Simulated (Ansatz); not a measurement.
Runs of Ansatz 0.2.0 on BAs. The structure is cubic, space group F-43m (No. 216). The conventional cell has a = 4.777 Å, b = 4.777 Å, c = 4.777 Å, α = 90.00°, β = 90.00°, γ = 90.00°. As (site symmetry -43m) is surrounded by 4 B at 2.07 Å. B (site symmetry -43m) is surrounded by 4 As at 2.07 Å. 

| task | level | k mesh | cutoff (eV) | points for each segment of the path | mesh quality | gap on the mesh (eV) | pressure (GPa) | V0 of scaled cells (Å³/atom) | B0 (GPa) |
| --- | --- | --- | --- | --- | --- | --- | --- | --- | --- |
| band structure | r2SCANh | 6 × 6 × 6 | 500 | 4 | not flagged | (c) | -0.3 | - | - |
| band structure | HISS | 6 × 6 × 6 | 420 | 4 | not flagged | 2.27 | -2.4 | - | - |
| equation of state | HISS | 5 × 5 × 5 | 420 | - | coarse | - | - | (b) | (a) |
| equation of state | r2SCANh | 5 × 5 × 5 | 500 | - | coarse | - | - | 13.61 | 145 |

Alike in all rows: potentials or basis Ansatz PAW; no spin polarisation; cell as given; smearing fermi-dirac 0.05 eV.

Question: Estimate the missing entries.

Answer: (a) 154; (b) 13.42; (c) 1.95.

Caveats: some runs use coarse meshes; the k mesh misses the band edges, so the gap on the mesh is wider than the one along the path (some runs); the PAW data sets come from PBE, with cores solved anew for the run's functional, which leaves a small shift of forces and pressure (some runs); the thresholds are loose for stress (some runs); the PAW data sets were made with another functional, which shifts forces and pressure a little (some runs).

A k mesh can miss the band edges, and the runs leave out spin-orbit coupling on As.
